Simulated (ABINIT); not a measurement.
Ta, 1 atom in the cell. It takes space group Im-3m (No. 229, cubic). The conventional cell has a = 3.272 Å, b = 3.272 Å, c = 3.272 Å, α = 90.00°, β = 90.00°, γ = 90.00°. Around Ta (site symmetry m-3m) lie 8 Ta at 2.83 Å.  The cell isn't the ideal one: cell relaxed at zero pressure by an earlier run.

```yaml
Program: ABINIT 10.8.3 (patched build)
Task: phonons at a zone-boundary q
Functional: PBEsol
Potentials_or_basis: PseudoDojo NC SR PBEsol v0.4.1 standard
Cutoff: 789 eV
k_mesh: 12 × 12 × 12
Occupations: fermi-dirac, width 0.1 eV
Spin: no spin polarisation
Cutoff_smearing_ecutsm_Ha: 0.5
Stop_of_the_response_cycle_tolvrs: 1e-09
q_points: "[\"P\"]"
q_points_reduced: "[[0.25, 0.25, 0.25]]"
```

Potentials or basis: PseudoDojo NC SR PBEsol v0.4.1 standard.

The run is started by

```bash
$ abinit run.abi > log 2>&1
```

Hardware: 1 thread of Arm Neoverse V2 (shared host).

Task: How long does it take, and how much memory?

Result: Wall time 4.1 min on 1 thread of Arm Neoverse V2, on a shared host, peak memory 0.68 GiB. Counts: scf iterations 17, mpi ranks 1, k points 72, bands 15, plane waves 911.
